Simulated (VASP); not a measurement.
# AlN (Fm-3m) in VASP: a series of runs, part 2 of 2

VASP 6.6.1. Earlier steps stand in the parts before.

## (3) Single point, PBEsol

Input file INCAR:

```
SYSTEM = AlN
ALGO     = Normal         ! electronic algorithm
EDIFF    = 1E-6           ! SCF threshold, eV
ENCUT    = 520            ! plane-wave cutoff, eV
GGA      = PS             ! functional
ISIF     = 2              ! what is computed and relaxed
ISMEAR   = 0              ! smearing method
LASPH    = .True.         ! aspherical terms in the spheres
LCHARG   = .True.         ! write CHGCAR
LELF     = .True.         ! ELF
LREAL    = .False.        ! projectors in reciprocal space
LVHAR    = .True.       
LWAVE    = .False.        ! write WAVECAR
NBANDS   = 11             ! bands
NELM     = 100            ! most SCF steps
PREC     = Accurate       ! precision mode
SIGMA    = 0.01           ! smearing width, eV
```

Input file KPOINTS:

```
k-points
0
Gamma
  8 8 8
  0 0 0
```

Input file POSCAR:

```
AlN
1.0
    0.0000000000      2.0188684454      2.0188684454
    2.0188684454      0.0000000000      2.0188684454
    2.0188684454      2.0188684454      0.0000000000
Al N
1 1
Direct
    0.0000000000      0.0000000000      0.0000000000
    0.5000000000      0.5000000000      0.5000000000
```

Potentials or basis: VASP PAW PBE potentials, release 64 (Al, N).

Run with:

```bash
$ cat potpaw_PBE.64/Al/POTCAR potpaw_PBE.64/N/POTCAR > POTCAR
$ mpirun -np 1 vasp_std > vasp.out
```

OUTCAR:

```text
SYSTEM = AlN
   EDIFF = 1E-6
   ENCUT = 520
   GGA = PS
   ISIF = 2
   ISMEAR = 0
   LASPH = .True.
   LREAL = .False.
   NELM = 100
   PREC = Accurate

 ion  position               nearest neighbor table
   1  0.000  0.000  0.000-   2 2.02   2 2.02   2 2.02   2 2.02   2 2.02   2 2.02
   2  0.500  0.500  0.500-   1 2.02   1 2.02   1 2.02   1 2.02   1 2.02   1 2.02

  LATTYP: Found a face centered cubic cell.
 ALAT       =     4.0377368908

  Lattice vectors:

 A1 = (   0.0000000000,   2.0188684454,   2.0188684454)
 A2 = (   2.0188684454,   0.0000000000,   2.0188684454)
 A3 = (   2.0188684454,   2.0188684454,   0.0000000000)

Analysis of symmetry for initial positions (statically):
=====================================================================
 Subroutine PRICEL returns:
 Original cell was already a primitive cell.

 Routine SETGRP: Setting up the symmetry group for a
 face centered cubic supercell.

 Subroutine GETGRP returns: Found 48 space group operations
 (whereof 48 operations were pure point group operations)
 out of a pool of 48 trial point group operations.

The static configuration has the point symmetry O_h .

Analysis of symmetry for dynamics (positions and initial velocities):
=====================================================================
 Subroutine PRICEL returns:
 Original cell was already a primitive cell.

 Routine SETGRP: Setting up the symmetry group for a
 face centered cubic supercell.

 Subroutine GETGRP returns: Found 48 space group operations
 (whereof 48 operations were pure point group operations)
 out of a pool of 48 trial point group operations.

The dynamic configuration has the point symmetry O_h .

 Subroutine INISYM returns: Found 48 space group operations
 (whereof 48 operations are pure point group operations),
 and found     1 'primitive' translations

----------------------------------------------------------------------------------------

                                     Primitive cell

  volume of cell :      16.4571

  direct lattice vectors                    reciprocal lattice vectors
     0.000000000  2.018868445  2.018868445    -0.247663488  0.247663488  0.247663488
     2.018868445  0.000000000  2.018868445     0.247663488 -0.247663488  0.247663488
     2.018868445  2.018868445  0.000000000     0.247663488  0.247663488 -0.247663488

  length of vectors
     2.855111136  2.855111136  2.855111136     0.428965744  0.428965744  0.428965744

  position of ions in fractional coordinates (direct lattice)
     0.000000000  0.000000000  0.000000000
     0.500000000  0.500000000  0.500000000

  ion indices of the primitive-cell ions
   primitive index   ion index
                 1           1
                 2           2

----------------------------------------------------------------------------------------

 KPOINTS: k-points

Automatic generation of k-mesh.
 Grid dimensions read from file:
 generate k-points for:    8    8    8

 Generating k-lattice:

  Cartesian coordinates                     Fractional coordinates (reciprocal lattice)
    -0.030957936  0.030957936  0.030957936     0.125000000  0.000000000  0.000000000
     0.030957936 -0.030957936  0.030957936     0.000000000  0.125000000  0.000000000
     0.030957936  0.030957936 -0.030957936     0.000000000  0.000000000  0.125000000

  Length of vectors
     0.053620718  0.053620718  0.053620718

  Shift w.r.t. Gamma in fractional coordinates (k-lattice)
     0.000000000  0.000000000  0.000000000

 Subroutine IBZKPT returns following result:
 ===========================================

 Found     29 irreducible k-points:

 Following reciprocal coordinates:
            Coordinates               Weight
  0.000000  0.000000  0.000000      1.000000
  0.125000  0.000000  0.000000      8.000000
  0.250000  0.000000  0.000000      8.000000
  0.375000  0.000000  0.000000      8.000000
  0.500000  0.000000  0.000000      4.000000
  0.125000  0.125000  0.000000      6.000000
[... 16 lines left out ...]
  0.500000  0.250000  0.125000     48.000000
 -0.375000  0.250000  0.125000     24.000000
 [... further k-points ...]
   k-points           NKPTS =     29   k-points in BZ     NKDIM =     29   number of bands    NBANDS=     11
   number of dos      NEDOS =    301   number of ions     NIONS =      2
   total plane-waves  NPLWV =  13824
   dimension x,y,z NGX =    24 NGY =   24 NGZ =   24
   dimension x,y,z NGXF=    48 NGYF=   48 NGZF=   48
   ions per type =               1   1
   NGX,Y,Z   is equivalent  to a cutoff of  13.97, 13.97, 13.97 a.u.
   NGXF,Y,Z  is equivalent  to a cutoff of  27.95, 27.95, 27.95 a.u.
 SYSTEM =  AlN
   PREC   = accura    normal or accurate (medium, high low for compatibility)
   ISTART =      0    job   : 0-new  1-cont  2-samecut
   ICHARG =      2    charge: 1-file 2-atom 10-const
   ISPIN  =      1    spin polarized calculation?
   LNONCOLLINEAR =      F non collinear calculations
   LSORBIT =      F    spin-orbit coupling
   LASPH  =      T    aspherical Exc in radial PAW
   ENCUT  =  520.0 eV  38.22 Ry    6.18 a.u.   5.31  5.31  5.31*2*pi/ulx,y,z
   NELM   =    100;   NELMIN=  2; NELMDL= -5     # of ELM steps
   EDIFF  = 0.1E-05   stopping-criterion for ELM
   LREAL  =      F    real-space projection
   EDIFFG = 0.1E-04   stopping-criterion for IOM
   NSW    =      0    number of steps for IOM
   IBRION =     -1    ionic relax: 0-MD 1-quasi-New 2-CG
   NFREE  =      0    steps in history (QN), initial steepest desc. (CG)
   ISIF   =      2    stress and relaxation
   ISYM   =      2    0-nonsym 1-usesym 2-fastsym
   POTIM  = 0.5000    time-step for ionic-motion
   TEBEG  =    0.0;   TEEND  =   0.0 temperature during run
   PSTRESS=    0.0 pullay stress
   NELECT =       8.0000    total number of electrons
   NUPDOWN=      -1.0000    fix difference up-down
   EMIN   =  10.00;   EMAX   =-10.00  energy-range for DOS
   EFERMI =   0.00;   METHOD = LEGACY
   ISMEAR =     0;   SIGMA  =   0.01  broadening in eV -4-tet -1-fermi 0-gaus
   EFERMI_NEDOS =   21; number of points for ismear=-14 and -15
   IALGO  =     38    algorithm
   IMIX   =      4    mixing-type and parameters
     AMIX     =   0.40;   BMIX     =  1.00
     AMIX_MAG =   1.60;   BMIX_MAG =  1.00
  volume/ion in A,a.u.               =       8.23        55.53
  Fermi-wavevector in a.u.,A,eV,Ry     =   1.287222  2.432497 22.544046  1.656941
  Thomas-Fermi vector in A             =   2.419249
   LORBIT       =      0    0 simple, 1 ext, 2 COOP (PROOUT), +10 PAW based schemes
   GGA     = PS    functional components
   LHFCALC =     F    Hartree Fock is set to
   AEXX    =    0.0000 exact exchange contribution
   IVDW    =     0    specifies the selected vdW correction
   LEPSILON=     F    determine dielectric tensor
   LRPA    =     F    only Hartree local field effects (RPA)
 non-spin polarized calculation
 Gauss-broadening in eV      SIGMA  =   0.01
  energy-cutoff  :      520.00
  volume of cell :       16.46
 maximum number of plane-waves:       459
 NGX is ok and might be reduce to    24
   NGX = 11   NGY = 11   NGZ = 11

 number of electron       7.9999999 magnetization

 Free energy of the ion-electron system (eV)
  ---------------------------------------------------
  ext. energy  EPLUGINS =         0.00000000
  ---------------------------------------------------
  free energy    TOTEN  =       -15.44804773 eV

  energy without entropy =      -15.44804773  energy(sigma->0) =      -15.44804773

 E-fermi :   9.9876     XC(G=0): -12.4718

 val. band max:        9.9405579363   @ k =   0.0000   0.0000   0.0000
 cond. band min:      14.5343387583   @ k =   0.5000   0.5000   0.0000
 fundamental gap:      4.5937808220
 Fermi energy:         9.9876097770

 k-point     1 :       0.0000    0.0000    0.0000
  band No.  band energies     occupation
      1      -7.6475      2.00000
      2       9.9406      2.00000
      3       9.9406      2.00000
      4       9.9406      2.00000
      5      15.6694      0.00000
      6      21.9789      0.00000
      7      21.9789      0.00000
      8      21.9789      0.00000
      9      27.0692      0.00000
     10      27.6582      0.00000
     11      27.6582      0.00000
[... 309 lines left out ...]
 k-point    24 :      -0.3750    0.2500    0.1250
  band No.  band energies     occupation
      1      -3.8207      2.00000
      2       2.4346      2.00000
      3       6.1879      2.00000
      4       7.9280      2.00000
      5      18.3086      0.00000
      6      18.4593      0.00000
      7      22.2138      0.00000
      8      22.6869      0.00000
      9      28.0045      0.00000
     10      28.9333      0.00000
     11      32.3114      0.00000

 [... further k-points ...]
[... 5 lines left out ...]
  --------------------------------------------------------------------------------------
  -------------------------------------------------------------------------------------
  Total        0.1422615      0.1422615      0.1422615      0.0000000      0.0000000      0.0000000
  in kB       13.8498166     13.8498166     13.8498166      0.0000000      0.0000000      0.0000000
  external PRESSURE =      13.8498166 kB  Pullay stress =       0.0000000 kB

 VOLUME and BASIS-vectors are now :
 -----------------------------------------------------------------------------
  energy-cutoff  :      520.00
  volume of cell :       16.46
      direct lattice vectors                 reciprocal lattice vectors
     0.000000000  2.018868445  2.018868445    -0.247663488  0.247663488  0.247663488
     2.018868445  0.000000000  2.018868445     0.247663488 -0.247663488  0.247663488
     2.018868445  2.018868445  0.000000000     0.247663488  0.247663488 -0.247663488

 POSITION                                       TOTAL-FORCE (eV/Angst)
 -----------------------------------------------------------------------------------
      0.00000      0.00000      0.00000         0.000000      0.000000     -0.000000
      2.01887      2.01887      2.01887        -0.000000     -0.000000      0.000000
 -----------------------------------------------------------------------------------
    total drift:                               -0.000000     -0.000000      0.000000

  FREE ENERGIE OF THE ION-ELECTRON SYSTEM (eV)
  ---------------------------------------------------
  free  energy   TOTEN  =       -15.4480477306 eV

  energy  without entropy=      -15.4480477306  energy(sigma->0) =      -15.44804773
```

It took 4.2 s on 1 thread of Intel Xeon Platinum 8375C at 2.90GHz (Ice Lake), shared host; peak memory 0.13 GiB.

What came out:

```yaml
Free_energy: -15.4480 eV
Pressure: 1.4 GPa
Band_gap_on_the_k_mesh: 4.59 eV, indirect (least direct gap 5.73 eV)
```

Caveat: the PAW data sets were made with another functional, which shifts forces and pressure a little. A hybrid or GW would open this gap; PBEsol tends to underestimate it.
